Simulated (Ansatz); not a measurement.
## Vibrations of KF (Fm-3m) by finite displacements

```
K F
1.0
     0.00000    2.65419    2.65419
     2.65419    0.00000    2.65419
     2.65419    2.65419    0.00000
K F
1 1
Cartesian
  0.0000 0.0000 0.0000
  2.6542 2.6542 2.6542
```

The conventional cell has a = 5.308 Å, b = 5.308 Å, c = 5.308 Å, α = 90.00°, β = 90.00°, γ = 90.00°. Around K (atom 1) lie 6 F at 2.65 Å. F (atom 2) is surrounded by 6 K at 2.65 Å.

Unless marked otherwise, the numbers come from PBEsol, all-electron LAPW in Ansatz 0.2.0, scalar-relativistic. k mesh 6×6×6, fixed occupations, basis error target 1 meV/atom. The cell was relaxed by PAW under this functional.

Atoms are displaced by 0.01 Å in the smallest supercells that hold the wave vectors of a 2×2×2 mesh. Negative values stand for unstable modes. The zone centre has no LO-TO term.

What are the phonon energies at the solved wave vectors, in cm⁻¹?

| q | point | modes (cm⁻¹) |
| --- | --- | --- |
| 0.000 0.000 0.000 | Gamma | 179.1 (×3) |
| 0.500 0.000 0.000 | L | 111.3 (×2), 166.6 (×2), 194.2, 254.9 |
| 0.500 0.500 0.000 | X | 89.5 (×2), 166.9, 185.9 (×2), 199.9 |

Is the structure dynamically stable at these wave vectors?

Yes, no mode is unstable there; wave vectors off this mesh aren't tested.

How do the optical zone-centre modes decompose, and which are active?

Point group m-3m: Γ_opt = T1u.

| label | cm⁻¹ | activity | mostly |
| --- | --- | --- | --- |
| T1u | 179.1 | IR | F (67 %) |

How well do frozen-core PAW files reproduce these all-electron values?

With a cutoff of 420 eV and displacements of 0.0025 Å, the r.m.s. difference over the modes is 0.0 cm⁻¹; the largest difference is 166.5 (PAW) against 166.6 cm⁻¹ (LAPW).

The cell is scaled evenly to 36.648 and 38.144 Å³ (from 37.396), with free atoms relaxed and the shape held. What are the mode Grüneisen parameters γ = −d ln ω/d ln V?

For the highest mode, 261.1 cm⁻¹ in the small cell and 249.0 in the large one give γ ≈ 1.19. From the change of the dynamical matrix on each mode:

```
point   cm⁻¹      γ
Gamma  179.1   2.67
    L  111.3   2.40
    L  166.6   2.34
    L  194.2   1.19
    L  254.9   1.19
    X   89.5  -0.78
    X  166.9   0.53
    X  185.9   2.76
    X  199.9   2.04
```

Weighted by the modes' heat capacities at 300 K, the mean on this mesh is 1.66; it moves with the q mesh, and a coarse one overweights the zone boundary. Rows under −0.05 (1 here) are modes that soften under compression and pull towards negative thermal expansion.

Linear response on PAW files adds the field. What are the dielectric tensor, the Born charges and the LO shift?

ε∞ = (2.02, 2.02, 2.02) along x, y, z with local fields. Born charges (xx, yy, zz): K1 (1.14, 1.14, 1.14); F2 (-1.14, -1.14, -1.14). The highest zone-centre mode lies at 179.1 cm⁻¹ without the macroscopic field and at 313.8 cm⁻¹ with it, for q along x. Lyddane-Sachs-Teller then gives ε₀ = ε∞ (ω_LO/ω_TO)² = 6.21. With the ions free to follow the field, the program's ε₀ is (6.21, 6.21, 6.21).

Known limits: the frozen-core PAW files of the compared runs were fitted under PBE, their cores solved anew for this functional; semilocal gaps are low, and ε∞ tends to come out large.
